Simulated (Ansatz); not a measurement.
# Al2Cu: the cost of one run

Computed with Ansatz 0.2.0 (DFT PBEsol, scalar-relativistic, plane waves, PAW, unless a step's input says otherwise).

2 further runs of the same task are left out: 2 set aside as unsound or not needed. Runs told in other sessions of the task aren't counted.

### 1 The structure to begin with

Symmetry: P4/mmm, No. 123, tetragonal system. The conventional cell has a = 2.804 Å, b = 2.804 Å, c = 5.743 Å, α = 90.00°, β = 90.00°, γ = 90.00°. Around Ga (site symmetry 4mm) lie 5 Ga at 2.49 to 2.80 Å and 4 Cu at 2.56 Å. Around Cu (site symmetry 4/mmm) lie 8 Ga at 2.56 Å and 4 Cu at 2.80 Å.

Structure file:

```cif
data_structure
_symmetry_space_group_name_H-M 'P 1'
_symmetry_Int_Tables_number 1
_cell_length_a 2.8041
_cell_length_b 2.8041
_cell_length_c 5.7426
_cell_angle_alpha 90.000
_cell_angle_beta 90.000
_cell_angle_gamma 90.000
_cell_volume 45.15
loop_
_atom_site_label
_atom_site_type_symbol
_atom_site_fract_x
_atom_site_fract_y
_atom_site_fract_z
_atom_site_occupancy
Ga1 Ga 0.50000 0.50000 0.28327 1
Ga2 Ga 0.50000 0.50000 0.71673 1
Cu1 Cu 0.00000 0.00000 0.00000 1
```

This cell was relaxed beforehand with the same method: volume 15.05 Å³/atom, gap on the mesh none (metal).

### 2 Swap Ga → Al

Al2Cu starts from the relaxed positions of Ga2Cu, with all lengths scaled by 0.996, a guess from tabulated radii.

### 3 Probe: one point at the start (Al2Cu)

Contents of input.yaml:

```yaml
crystal:
  lattice:
    - [2.7941057263, 0.0, 0.0]
    - [0.0, 2.7941057263, 0.0]
    - [0.0, 0.0, 5.7221837736]
  atoms:
    - { symbol: Al, position: [0.5, 0.5, 0.2832685589] }
    - { symbol: Al, position: [0.5, 0.5, 0.7167314411] }
    - { symbol: Cu, position: [0.0, 0.0, 0.0] }
basis:
  ecutwfc: 420
kpoints:
  mp_grid: { grid: [6, 6, 4] }
hamiltonian:
  xc: pbesol
scf:
  occupations: { method: gaussian, width: 0.1 }
output:
  forces: true
  stress: true
  eigenvalues: true
```

The run is started by

```
$ ansatz run input.yaml --threads 1 --pin off --max-ram 2560MiB --backend cpu --events-out ev --progress --plain --runs-dir out
```

**Question.** How long does this run take on 1 thread of Arm Neoverse V1, shared host, and how much memory does it need?

About 1.7 s, with a peak of 0.29 GiB.
